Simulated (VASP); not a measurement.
# CoPdO2 (R-3m) in VASP: reference runs

Aim: a first look at CoPdO2 with PBE, on the cell as given.

Everything below comes from runs of VASP 6.6.1. Logs are shortened: lines on timing, memory, paths and dates and some standing lists are left out, and cuts for length are marked.

### Step 1. Starting point

Symmetry: R-3m, No. 166, trigonal system. Conventional cell: a = 2.863 Å, b = 2.863 Å, c = 17.873 Å, α = 90.00°, β = 90.00°, γ = 120.00°. Pd (site symmetry -3m) is surrounded by 2 O at 2.01 Å. Co (site symmetry -3m) has 6 O at 1.92 Å as nearest neighbours. O (site symmetry 3m) is surrounded by 3 Co at 1.92 Å and 1 Pd at 2.01 Å.

The cell is a database's computed one.

### Step 2. Single point, PBE, collinear spin, ferromagnetic start

Contents of INCAR:

```
PREC     = Accurate       # precision mode
ENCUT    = 520            # plane-wave cutoff, eV
EDIFF    = 1E-7           # SCF threshold, eV
ISMEAR   = -1             # smearing method
SIGMA    = 0.05           # smearing width, eV
LREAL    = False          # projectors in reciprocal space
LASPH    = True           # aspherical terms in the spheres
NELM     = 100            # most SCF steps
ALGO     = Normal         # electronic algorithm
ISIF     = 2              # what is computed and relaxed
LWAVE    = False          # write WAVECAR
LCHARG   = False          # write CHGCAR
ISPIN    = 2              # spin polarisation
MAGMOM   = 0 2 0 0        # initial moments
LORBIT   = 11             # projections on sites
LMAXMIX  = 4              # l up to which the mixer works
GGA      = PE             # functional
NBANDS   = 28             # bands
```

Contents of KPOINTS:

```
Automatic mesh
0
Gamma
  11 11 11
```

Contents of POSCAR:

```
CoPdO2
1.0
    1.4316899074      0.8265865534      5.9577715763
   -1.4316899074      0.8265865534      5.9577715763
    0.0000000000     -1.6531731068      5.9577715763
Pd Co O
1 1 2
Direct
    0.0000000000      0.0000000000      0.0000000000
    0.5000000000      0.5000000000      0.5000000000
    0.1124760000      0.1124760000      0.1124760000
    0.8875240000      0.8875240000      0.8875240000
```

Potentials or basis: VASP PAW PBE potentials, release 64 (Pd, Co, O).

The run is started by

```sh
$ cat potpaw_PBE.64/Pd/POTCAR potpaw_PBE.64/Co/POTCAR potpaw_PBE.64/O/POTCAR > POTCAR
$ mpirun -np 1 vasp_std > vasp.out
```

OUTCAR:

```text
PREC = Accurate
   ENCUT = 520
   EDIFF = 1E-7
   ISMEAR = -1
   LREAL = False
   LASPH = True
   NELM = 100
   ISIF = 2
   ISPIN = 2
   LORBIT = 11
   GGA = PE

 ion  position               nearest neighbor table
   1  0.000  0.000  0.000-   3 2.01   4 2.01
   2  0.500  0.500  0.500-   3 1.92   4 1.92   3 1.92   3 1.92   4 1.92   4 1.92
   3  0.112  0.112  0.112-   2 1.92   2 1.92   2 1.92   1 2.01
   4  0.888  0.888  0.888-   2 1.92   2 1.92   2 1.92   1 2.01

  LATTYP: Found a trigonal (rhomboedric) cell.
 ALAT       =     6.1828814865
 COS(alpha) =     0.8927626487

  Lattice vectors:

 A1 = (   1.4316899074,   0.8265865534,   5.9577715763)
 A2 = (  -1.4316899074,   0.8265865534,   5.9577715763)
 A3 = (   0.0000000000,  -1.6531731068,   5.9577715763)

Analysis of symmetry for initial positions (statically):
=====================================================================
 Subroutine PRICEL returns:
 Original cell was already a primitive cell.

 Routine SETGRP: Setting up the symmetry group for a
 trigonal (rhombohedral) supercell.

 Subroutine GETGRP returns: Found 12 space group operations
 (whereof 12 operations were pure point group operations)
 out of a pool of 12 trial point group operations.

The static configuration has the point symmetry D_3d.

Analysis of symmetry for dynamics (positions and initial velocities):
=====================================================================
 Subroutine PRICEL returns:
 Original cell was already a primitive cell.

 Routine SETGRP: Setting up the symmetry group for a
 trigonal (rhombohedral) supercell.

 Subroutine GETGRP returns: Found 12 space group operations
 (whereof 12 operations were pure point group operations)
 out of a pool of 12 trial point group operations.

The dynamic configuration has the point symmetry D_3d.

Analysis of structural, dynamic, and magnetic symmetry:
=====================================================================
 Subroutine PRICEL returns:
 Original cell was already a primitive cell.

 Routine SETGRP: Setting up the symmetry group for a
 trigonal (rhombohedral) supercell.

 Subroutine GETGRP returns: Found 12 space group operations
 (whereof 12 operations were pure point group operations)
 out of a pool of 12 trial point group operations.

The overall configuration has the point symmetry D_3d.

 Subroutine INISYM returns: Found 12 space group operations
 (whereof 12 operations are pure point group operations),
 and found     1 'primitive' translations

----------------------------------------------------------------------------------------

                                     Primitive cell

  volume of cell :      42.3031

  direct lattice vectors                    reciprocal lattice vectors
     1.431689907  0.826586553  5.957771576     0.349237637  0.201632444  0.055949331
    -1.431689907  0.826586553  5.957771576    -0.349237637  0.201632444  0.055949331
     0.000000000 -1.653173107  5.957771576     0.000000000 -0.403264887  0.055949331

  length of vectors
     6.182881487  6.182881487  6.182881487     0.407127618  0.407127618  0.407127618

  position of ions in fractional coordinates (direct lattice)
     0.000000000  0.000000000  0.000000000
     0.500000000  0.500000000  0.500000000
     0.112476000  0.112476000  0.112476000
     0.887524000  0.887524000  0.887524000

  ion indices of the primitive-cell ions
   primitive index   ion index
                 1           1
                 2           2
                 3           3
                 4           4

----------------------------------------------------------------------------------------

 KPOINTS: Automatic mesh

Automatic generation of k-mesh.
 Grid dimensions read from file:
 generate k-points for:   11   11   11

 Generating k-lattice:

  Cartesian coordinates                     Fractional coordinates (reciprocal lattice)
     0.031748876  0.018330222  0.005086303     0.090909091  0.000000000  0.000000000
    -0.031748876  0.018330222  0.005086303     0.000000000  0.090909091  0.000000000
     0.000000000 -0.036660444  0.005086303     0.000000000  0.000000000  0.090909091

  Length of vectors
     0.037011602  0.037011602  0.037011602

  Shift w.r.t. Gamma in fractional coordinates (k-lattice)
     0.000000000  0.000000000  0.000000000

 Subroutine IBZKPT returns following result:
 ===========================================

 Found    146 irreducible k-points:

 Following reciprocal coordinates:
            Coordinates               Weight
  0.000000  0.000000  0.000000      1.000000
  0.090909  0.000000 -0.000000      6.000000
  0.181818  0.000000 -0.000000      6.000000
  0.272727 -0.000000  0.000000      6.000000
  0.363636 -0.000000 -0.000000      6.000000
  0.454545 -0.000000 -0.000000      6.000000
[... 16 lines left out ...]
 -0.272727  0.181818  0.000000     12.000000
 -0.181818  0.181818  0.000000      6.000000
 [... further k-points ...]
   k-points           NKPTS =    146   k-points in BZ     NKDIM =    146   number of bands    NBANDS=     28
   number of dos      NEDOS =    301   number of ions     NIONS =      4
   total plane-waves  NPLWV = 110592
   dimension x,y,z NGX =    48 NGY =   48 NGZ =   48
   dimension x,y,z NGXF=    96 NGYF=   96 NGZF=   96
   ions per type =               1   1   2
   NGX,Y,Z   is equivalent  to a cutoff of  12.91, 12.91, 12.91 a.u.
   NGXF,Y,Z  is equivalent  to a cutoff of  25.81, 25.81, 25.81 a.u.
 SYSTEM =  unknown system
   PREC   = accura    normal or accurate (medium, high low for compatibility)
   ISTART =      0    job   : 0-new  1-cont  2-samecut
   ICHARG =      2    charge: 1-file 2-atom 10-const
   ISPIN  =      2    spin polarized calculation?
   LNONCOLLINEAR =      F non collinear calculations
   LSORBIT =      F    spin-orbit coupling
   LASPH  =      T    aspherical Exc in radial PAW
   ENCUT  =  520.0 eV  38.22 Ry    6.18 a.u.  11.50 11.50 11.50*2*pi/ulx,y,z
   NELM   =    100;   NELMIN=  2; NELMDL= -5     # of ELM steps
   EDIFF  = 0.1E-06   stopping-criterion for ELM
   LREAL  =      F    real-space projection
   EDIFFG = 0.1E-05   stopping-criterion for IOM
   NSW    =      0    number of steps for IOM
   IBRION =     -1    ionic relax: 0-MD 1-quasi-New 2-CG
   NFREE  =      0    steps in history (QN), initial steepest desc. (CG)
   ISIF   =      2    stress and relaxation
   ISYM   =      2    0-nonsym 1-usesym 2-fastsym
   POTIM  = 0.5000    time-step for ionic-motion
   TEBEG  =    0.0;   TEEND  =   0.0 temperature during run
   PSTRESS=    0.0 pullay stress
   NELECT =      31.0000    total number of electrons
   NUPDOWN=      -1.0000    fix difference up-down
   EMIN   =  10.00;   EMAX   =-10.00  energy-range for DOS
   EFERMI =   0.00;   METHOD = LEGACY
   ISMEAR =    -1;   SIGMA  =   0.05  broadening in eV -4-tet -1-fermi 0-gaus
   EFERMI_NEDOS =   21; number of points for ismear=-14 and -15
   IALGO  =     38    algorithm
   IMIX   =      4    mixing-type and parameters
     AMIX     =   0.40;   BMIX     =  1.00
     AMIX_MAG =   1.60;   BMIX_MAG =  1.00
  volume/ion in A,a.u.               =      10.58        71.37
  Fermi-wavevector in a.u.,A,eV,Ry     =   1.475949  2.789139 29.639266  2.178425
  Thomas-Fermi vector in A             =   2.590535
   LORBIT       =     11    0 simple, 1 ext, 2 COOP (PROOUT), +10 PAW based schemes
   GGA     = PE    functional components
   LHFCALC =     F    Hartree Fock is set to
   AEXX    =    0.0000 exact exchange contribution
   IVDW    =     0    specifies the selected vdW correction
   LEPSILON=     F    determine dielectric tensor
   LRPA    =     F    only Hartree local field effects (RPA)
 spin polarized calculation
  energy-cutoff  :      520.00
  volume of cell :       42.30
 maximum number of plane-waves:      1168
 NGX is ok and might be reduce to    48
   NGX = 23   NGY = 23   NGZ = 23

 number of electron      30.9999999 magnetization       0.0011423

 number of electron      30.9999999 magnetization      -0.0000007

 Free energy of the ion-electron system (eV)
  ---------------------------------------------------
  ext. energy  EPLUGINS =         0.00000000
  ---------------------------------------------------
  free energy    TOTEN  =       -25.61297979 eV

  energy without entropy =      -25.61045026  energy(sigma->0) =      -25.61171503

 E-fermi :   7.3325     XC(G=0): -12.3102

 val. band max:        7.1917164890   @ k =  -0.1818   0.1818   0.0000
 cond. band min:       7.5437405652   @ k =   0.4545   0.4545  -0.0000
 fundamental gap:      0.3520240762
 Fermi energy:         7.3325257667

 spin component 1

 k-point     1 :       0.0000    0.0000    0.0000
  band No.  band energies     occupation
      1     -13.3084      1.00000
      2     -11.4947      1.00000
      3      -0.8861      1.00000
      4       1.5286      1.00000
      5       1.5286      1.00000
      6       2.5666      1.00000
[... 19 lines left out ...]
     26      26.5413      0.00000
     27      28.9053      0.00000
[... 667 lines left out ...]
      5       1.5431      1.00000
      6       1.9996      1.00000
[... 19 lines left out ...]
     26      25.2756      0.00000
     27      25.8949      0.00000

 [... further k-points ...]

 spin component 2

 k-point     1 :       0.0000    0.0000    0.0000
  band No.  band energies     occupation
      1     -13.3084      1.00000
      2     -11.4947      1.00000
      3      -0.8861      1.00000
      4       1.5286      1.00000
      5       1.5286      1.00000
      6       2.5666      1.00000
[... 19 lines left out ...]
     26      26.5414      0.00000
     27      28.9053      0.00000
[... 667 lines left out ...]
      5       1.5431      1.00000
      6       1.9996      1.00000
[... 19 lines left out ...]
     26      25.2756      0.00000
     27      25.8949      0.00000

 [... further k-points ...]

 [bands above 27 left out]

------------------------ aborting loop because EDIFF is reached ----------------------------------------

  FORCE on cell =-STRESS in cart. coord.  units (eV):
  Direction    XX          YY          ZZ          XY          YZ          ZX
  --------------------------------------------------------------------------------------
  -------------------------------------------------------------------------------------
  Total       -0.2478216     -0.2478216     -0.3599925     -0.0000000      0.0000000      0.0000000
  in kB       -9.3859290     -9.3859290    -13.6342633     -0.0000000      0.0000000      0.0000000
  external PRESSURE =     -10.8020404 kB  Pullay stress =       0.0000000 kB

 VOLUME and BASIS-vectors are now :
 -----------------------------------------------------------------------------
  energy-cutoff  :      520.00
  volume of cell :       42.30
      direct lattice vectors                 reciprocal lattice vectors
     1.431689907  0.826586553  5.957771576     0.349237637  0.201632444  0.055949331
    -1.431689907  0.826586553  5.957771576    -0.349237637  0.201632444  0.055949331
     0.000000000 -1.653173107  5.957771576     0.000000000 -0.403264887  0.055949331

 POSITION                                       TOTAL-FORCE (eV/Angst)
 -----------------------------------------------------------------------------------
      0.00000      0.00000      0.00000         0.000000     -0.000000      0.000000
      0.00000      0.00000      8.93666         0.000000     -0.000000      0.000000
      0.00000      0.00000      2.01032         0.000000     -0.000000      0.095747
      0.00000      0.00000     15.86300         0.000000      0.000000     -0.095747
 -----------------------------------------------------------------------------------
    total drift:                                0.000000      0.000000     -0.000000

  FREE ENERGIE OF THE ION-ELECTRON SYSTEM (eV)
  ---------------------------------------------------
  free  energy   TOTEN  =       -25.6129797924 eV

  energy  without entropy=      -25.6104502608  energy(sigma->0) =      -25.61171503

 total charge

# of ion       s       p       d       tot
------------------------------------------
    1        0.466   0.446   8.442   9.354
    2        0.419   0.634   7.305   8.358
    3        1.559   3.429   0.000   4.988
    4        1.559   3.429   0.000   4.988
--------------------------------------------------
tot          4.004   7.937  15.746  27.688

 magnetization (x)

# of ion       s       p       d       tot
------------------------------------------
    1       -0.000  -0.000   0.000   0.000
    2        0.000   0.000   0.000   0.000
    3       -0.000  -0.000   0.000  -0.000
    4       -0.000  -0.000   0.000  -0.000
--------------------------------------------------
tot         -0.000  -0.000   0.000  -0.000
```

Wall time 38 min (1 thread of Intel Xeon Platinum 8488C (Sapphire Rapids), shared host); peak memory 0.58 GiB.

Results:

```
Free energy                                           : -25.6130 eV
Pressure                                              : -1.1 GPa
Largest force                                         : 0.096 eV/Å
Band gap on the k mesh                                : none (metal or under the smearing width)
Net moment                                            : 0.00 μB per cell
Valence electrons inside the program's atomic spheres : Pd 9.35; Co 8.36; O 4.99
```

Forces in eV/Å, atoms in the order of the input:
```
Pd   0.000  0.000  0.000
Co   0.000  0.000  0.000
O    0.000  0.000  0.096
O    0.000  0.000 -0.096
```

Caveat: the starting moments collapsed, and a magnetic state may lie lower; semilocal functionals often make such compounds metallic where correlation or magnetic order opens a gap, which also shifts bond lengths.
